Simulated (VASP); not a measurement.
# RbBr (Pm-3m) in VASP: a series of runs

Runs on RbBr. Level: r2SCAN. Tasks: single point.

Everything below comes from runs of VASP 6.6.1. Logs are shortened: lines on timing, memory, paths and dates and some standing lists are left out, and cuts for length are marked.

## Step 1: Starting point

The structure is cubic, space group Pm-3m (No. 221). The conventional cell has a = 4.126 Å, b = 4.126 Å, c = 4.126 Å, α = 90.00°, β = 90.00°, γ = 90.00°. Rb (site symmetry m-3m) has 8 Br at 3.57 Å as nearest neighbours. Br (site symmetry m-3m) is surrounded by 8 Rb at 3.57 Å.

The cell comes from a database or a generator and needn't be the stable form of this composition.

## Step 2: Single point, r2SCAN

Input file INCAR:

```
PREC     = Accurate       # precision mode
ENCUT    = 500            # plane-wave cutoff, eV
EDIFF    = 1E-6           # SCF threshold, eV
ISMEAR   = 0              # smearing method
SIGMA    = 0.05           # smearing width, eV
LREAL    = F              # projectors in reciprocal space
LASPH    = T              # aspherical terms in the spheres
NELM     = 100            # most SCF steps
ALGO     = Normal         # electronic algorithm
ISIF     = 2              # what is computed and relaxed
LWAVE    = F              # write WAVECAR
LCHARG   = F              # write CHGCAR
METAGGA  = R2SCAN         # meta-GGA
LMIXTAU  = T            
ADDGRID  = F
```

Input file KPOINTS:

```
Automatic mesh
0
Gamma
  5 5 5
```

Input file POSCAR:

```
RbBr
1.0
    4.1260773000      0.0000000000      0.0000000000
    0.0000000000      4.1260773000      0.0000000000
    0.0000000000      0.0000000000      4.1260773000
Rb Br
1 1
Direct
    0.0000000000      0.0000000000      0.0000000000
    0.5000000000      0.5000000000      0.5000000000
```

Potentials or basis: VASP PAW PBE potentials, release 64 (Rb_sv, Br).

On the command line:

```
$ cat potpaw_PBE.64/Rb_sv/POTCAR potpaw_PBE.64/Br/POTCAR > POTCAR
$ mpirun -np 1 vasp_std > vasp.out
```

OUTCAR:

```text
PREC = Accurate
   ENCUT = 500
   EDIFF = 1E-6
   ISMEAR = 0
   LREAL = F
   LASPH = T
   NELM = 100
   ISIF = 2
   METAGGA = R2SCAN

 Found     10 irreducible k-points:

 Following reciprocal coordinates:
            Coordinates               Weight
  0.000000  0.000000  0.000000      1.000000
  0.200000  0.000000  0.000000      6.000000
  0.400000  0.000000  0.000000      6.000000
  0.200000  0.200000  0.000000     12.000000
  0.400000  0.200000  0.000000     24.000000
  0.400000  0.400000  0.000000     12.000000
   k-points           NKPTS =     10   k-points in BZ     NKDIM =     10   number of bands    NBANDS=     12
   number of dos      NEDOS =    301   number of ions     NIONS =      2
   total plane-waves  NPLWV =  27000
   dimension x,y,z NGX =    30 NGY =   30 NGZ =   30
   dimension x,y,z NGXF=    60 NGYF=   60 NGZF=   60
   ions per type =               1   1
   NGX,Y,Z   is equivalent  to a cutoff of  12.09, 12.09, 12.09 a.u.
   NGXF,Y,Z  is equivalent  to a cutoff of  24.17, 24.17, 24.17 a.u.
 SYSTEM =  unknown system
   PREC   = accura    normal or accurate (medium, high low for compatibility)
   ISTART =      0    job   : 0-new  1-cont  2-samecut
   ICHARG =      2    charge: 1-file 2-atom 10-const
   ISPIN  =      1    spin polarized calculation?
   LNONCOLLINEAR =      F non collinear calculations
   LSORBIT =      F    spin-orbit coupling
   LASPH  =      T    aspherical Exc in radial PAW
   ENCUT  =  500.0 eV  36.75 Ry    6.06 a.u.   7.52  7.52  7.52*2*pi/ulx,y,z
   NELM   =    100;   NELMIN=  2; NELMDL= -5     # of ELM steps
   EDIFF  = 0.1E-05   stopping-criterion for ELM
   LREAL  =      F    real-space projection
   EDIFFG = 0.1E-04   stopping-criterion for IOM
   NSW    =      0    number of steps for IOM
   IBRION =     -1    ionic relax: 0-MD 1-quasi-New 2-CG
   NFREE  =      0    steps in history (QN), initial steepest desc. (CG)
   ISIF   =      2    stress and relaxation
   ISYM   =      2    0-nonsym 1-usesym 2-fastsym
   POTIM  = 0.5000    time-step for ionic-motion
   TEBEG  =    0.0;   TEEND  =   0.0 temperature during run
   PSTRESS=    0.0 pullay stress
   NELECT =      16.0000    total number of electrons
   NUPDOWN=      -1.0000    fix difference up-down
   EMIN   =  10.00;   EMAX   =-10.00  energy-range for DOS
   EFERMI =   0.00;   METHOD = LEGACY
   ISMEAR =     0;   SIGMA  =   0.05  broadening in eV -4-tet -1-fermi 0-gaus
   EFERMI_NEDOS =   21; number of points for ismear=-14 and -15
   IALGO  =     38    algorithm
   IMIX   =      4    mixing-type and parameters
     AMIX     =   0.40;   BMIX     =  1.00
     AMIX_MAG =   1.60;   BMIX_MAG =  1.00
  volume/ion in A,a.u.               =      35.12       237.02
  Fermi-wavevector in a.u.,A,eV,Ry     =   0.999795  1.889338 13.600238  0.999589
  Thomas-Fermi vector in A             =   2.132108
   LORBIT       =      0    0 simple, 1 ext, 2 COOP (PROOUT), +10 PAW based schemes
   METAGGA = R2SCAN    functional components
   LHFCALC =     F    Hartree Fock is set to
   AEXX    =    0.0000 exact exchange contribution
   IVDW    =     0    specifies the selected vdW correction
   LEPSILON=     F    determine dielectric tensor
   LRPA    =     F    only Hartree local field effects (RPA)
 non-spin polarized calculation
 Gauss-broadening in eV      SIGMA  =   0.05
  energy-cutoff  :      500.00
  volume of cell :       70.24
 maximum number of plane-waves:      1795
 NGX is ok and might be reduce to    30
   NGX = 15   NGY = 15   NGZ = 15

 number of electron      16.0000005 magnetization

 Free energy of the ion-electron system (eV)
  ---------------------------------------------------
  ext. energy  EPLUGINS =         0.00000000
  ---------------------------------------------------
  free energy    TOTEN  =       -31.11008723 eV

  energy without entropy =      -31.11008723  energy(sigma->0) =      -31.11008723

 E-fermi :  -0.8313     XC(G=0):  -8.3259

 val. band max:       -1.0908068895   @ k =   0.4000   0.4000   0.0000
 cond. band min:       3.7815062983   @ k =   0.0000   0.0000   0.0000
 fundamental gap:      4.8723131878
 Fermi energy:        -0.8313410508

 k-point     1 :       0.0000    0.0000    0.0000
  band No.  band energies     occupation
      1     -26.9402      2.00000
      2     -14.1048      2.00000
      3     -10.3773      2.00000
      4     -10.3773      2.00000
      5     -10.3773      2.00000
      6      -1.2028      2.00000
      7      -1.2028      2.00000
      8      -1.2028      2.00000
      9       3.7815      0.00000
     10       5.0658      0.00000
     11       5.0658      0.00000
     12       9.6717      0.00000

 k-point     2 :       0.2000    0.0000    0.0000
  band No.  band energies     occupation
      1     -26.9331      2.00000
      2     -14.1014      2.00000
      3     -10.4246      2.00000
      4     -10.3610      2.00000
      5     -10.3610      2.00000
      6      -1.8438      2.00000
      7      -1.2259      2.00000
      8      -1.2259      2.00000
      9       4.6618      0.00000
     10       5.3733      0.00000
     11       5.9231      0.00000
     12       9.5010      0.00000

 k-point     3 :       0.4000    0.0000    0.0000
  band No.  band energies     occupation
      1     -26.9214      2.00000
      2     -14.0986      2.00000
      3     -10.4897      2.00000
      4     -10.3344      2.00000
      5     -10.3344      2.00000
      6      -2.6349      2.00000
      7      -1.2654      2.00000
      8      -1.2654      2.00000
      9       6.1619      0.00000
     10       6.2908      0.00000
     11       7.2519      0.00000
     12       8.7069      0.00000

 k-point     4 :       0.2000    0.2000    0.0000
  band No.  band energies     occupation
      1     -26.9261      2.00000
      2     -14.0778      2.00000
      3     -10.4850      2.00000
      4     -10.3837      2.00000
      5     -10.3465      2.00000
      6      -1.9142      2.00000
      7      -1.5900      2.00000
      8      -1.2156      2.00000
      9       5.2326      0.00000
     10       5.8071      0.00000
     11       6.4672      0.00000
     12       8.7564      0.00000

 k-point     5 :       0.4000    0.2000    0.0000
  band No.  band energies     occupation
      1     -26.9147      2.00000
      2     -14.0411      2.00000
      3     -10.5523      2.00000
      4     -10.4428      2.00000
      5     -10.3229      2.00000
      6      -2.4452      2.00000
      7      -1.6116      2.00000
      8      -1.2006      2.00000
      9       5.9553      0.00000
     10       6.3416      0.00000
     11       7.5848      0.00000
     12       8.5192      0.00000

 k-point     6 :       0.4000    0.4000    0.0000
  band No.  band energies     occupation
      1     -26.9040      2.00000
      2     -13.9430      2.00000
      3     -10.6550      2.00000
      4     -10.6141      2.00000
      5     -10.3040      2.00000
      6      -2.1597      2.00000
      7      -2.0484      2.00000
      8      -1.0908      2.00000
      9       5.1662      0.00000
     10       6.0265      0.00000
     11       7.7590      0.00000
     12       8.0129      0.00000

 [... further k-points ...]

------------------------ aborting loop because EDIFF is reached ----------------------------------------

  FORCE on cell =-STRESS in cart. coord.  units (eV):
  Direction    XX          YY          ZZ          XY          YZ          ZX
  --------------------------------------------------------------------------------------
  -------------------------------------------------------------------------------------
  Total        0.0111146      0.0111146      0.0111146     -0.0000000     -0.0000000     -0.0000000
  in kB        0.2535073      0.2535073      0.2535073     -0.0000000     -0.0000000     -0.0000000
  external PRESSURE =       0.2535073 kB  Pullay stress =       0.0000000 kB

 VOLUME and BASIS-vectors are now :
 -----------------------------------------------------------------------------
  energy-cutoff  :      500.00
  volume of cell :       70.24
      direct lattice vectors                 reciprocal lattice vectors
     4.126077300  0.000000000  0.000000000     0.242360947  0.000000000  0.000000000
     0.000000000  4.126077300  0.000000000     0.000000000  0.242360947  0.000000000
     0.000000000  0.000000000  4.126077300     0.000000000  0.000000000  0.242360947

 POSITION                                       TOTAL-FORCE (eV/Angst)
 -----------------------------------------------------------------------------------
      0.00000      0.00000      0.00000         0.000000      0.000000      0.000000
      2.06304      2.06304      2.06304         0.000000      0.000000      0.000000
 -----------------------------------------------------------------------------------
    total drift:                                0.000000      0.000000     -0.000000

  FREE ENERGIE OF THE ION-ELECTRON SYSTEM (eV)
  ---------------------------------------------------
  free  energy   TOTEN  =       -31.1100872276 eV

  energy  without entropy=      -31.1100872276  energy(sigma->0) =      -31.11008723
```

It took 23 s on 1 thread of Intel Xeon 6975P-C (Granite Rapids), shared host; peak memory 0.17 GiB.

These settings aren't checked as converged: the numbers below hold their error.

What came out:

```
Free energy            : -31.1101 eV
Pressure               : 0.0 GPa
Band gap on the k mesh : 4.87 eV, indirect (least direct gap 4.98 eV)
```

Caveat: the PAW data sets were made with another functional, which shifts forces and pressure a little; an odd mesh through Γ misses points on the zone boundary, where band edges often lie.

## Step 3: Single point, r2SCAN

INCAR, as its differences from that of step 2:

```diff
@@ -1,3 +1,3 @@
 PREC     = Accurate       # precision mode
-ENCUT    = 500            # plane-wave cutoff, eV
+ENCUT    = 350            # plane-wave cutoff, eV
 EDIFF    = 1E-6           # SCF threshold, eV
```

Input file KPOINTS:

```
Automatic mesh
0
Gamma
  6 6 6
```

POSCAR is that of step 2.

Potentials or basis: VASP PAW PBE potentials, release 64 (Rb_sv, Br).

On the command line:

```
$ cat potpaw_PBE.64/Rb_sv/POTCAR potpaw_PBE.64/Br/POTCAR > POTCAR
$ mpirun -np 1 vasp_std > vasp.out
```

It took 31 s on 1 thread of Intel Xeon 6975P-C (Granite Rapids), shared host; peak memory 0.16 GiB.

These settings aren't checked as converged: the numbers below hold their error.

What came out:

| Property | Result |
| --- | --- |
| Free energy | -31.1099 eV |
| Pressure | 0.0 GPa |
| Band gap on the k mesh | 4.83 eV, indirect (least direct gap 4.99 eV) |

Caveat: the PAW data sets were made with another functional, which shifts forces and pressure a little.

## Step 4: Single point, r2SCAN

INCAR, as its differences from that of step 3:

```diff
@@ -1,3 +1,3 @@
 PREC     = Accurate       # precision mode
-ENCUT    = 350            # plane-wave cutoff, eV
+ENCUT    = 400            # plane-wave cutoff, eV
 EDIFF    = 1E-6           # SCF threshold, eV
```

KPOINTS is that of step 3.

POSCAR is that of step 3.

On the command line:

```
$ cat potpaw_PBE.64/Rb_sv/POTCAR potpaw_PBE.64/Br/POTCAR > POTCAR
$ mpirun -np 1 vasp_std > vasp.out
```

Run time: 32 s. Hardware: 1 thread of Intel Xeon 6975P-C (Granite Rapids), shared host; peak memory 0.16 GiB.

These settings aren't checked as converged: the numbers below hold their error.

What came out:

```
Free energy            : -31.1104 eV
Pressure               : 0.0 GPa
Band gap on the k mesh : 4.83 eV, indirect (least direct gap 4.99 eV)
```

Caveat: the PAW data sets were made with another functional, which shifts forces and pressure a little.

## Step 5: Single point, r2SCAN

INCAR, as its differences from that of step 4:

```diff
@@ -4,3 +4,3 @@
 ISMEAR   = 0              # smearing method
-SIGMA    = 0.05           # smearing width, eV
+SIGMA    = 0.5            # smearing width, eV
 LREAL    = F              # projectors in reciprocal space
```

KPOINTS is that of step 4.

POSCAR is that of step 4.

On the command line:

```
$ cat potpaw_PBE.64/Rb_sv/POTCAR potpaw_PBE.64/Br/POTCAR > POTCAR
$ mpirun -np 1 vasp_std > vasp.out
```

It took 31 s on 1 thread of Intel Xeon 6975P-C (Granite Rapids), shared host; peak memory 0.16 GiB.

These settings aren't checked as converged: the numbers below hold their error.

What came out:

```yaml
Free_energy: -31.1104 eV
Pressure: 0.0 GPa
Band_gap_on_the_k_mesh: 4.83 eV, indirect (least direct gap 4.99 eV)
```

Caveat: the PAW data sets were made with another functional, which shifts forces and pressure a little.

## Step 6: For comparison

An earlier run on the cell as given: functional PBE; potentials or basis VASP PAW PBE potentials, release 64 (Rb_sv, Br); cutoff 520 eV; k mesh 7 × 7 × 7; occupations fermi-dirac, width 0.05 eV; no spin polarisation.

* Pressure: 0.8 GPa
* Band gap on the k mesh: 4.10 eV, indirect (least direct gap 4.23 eV)
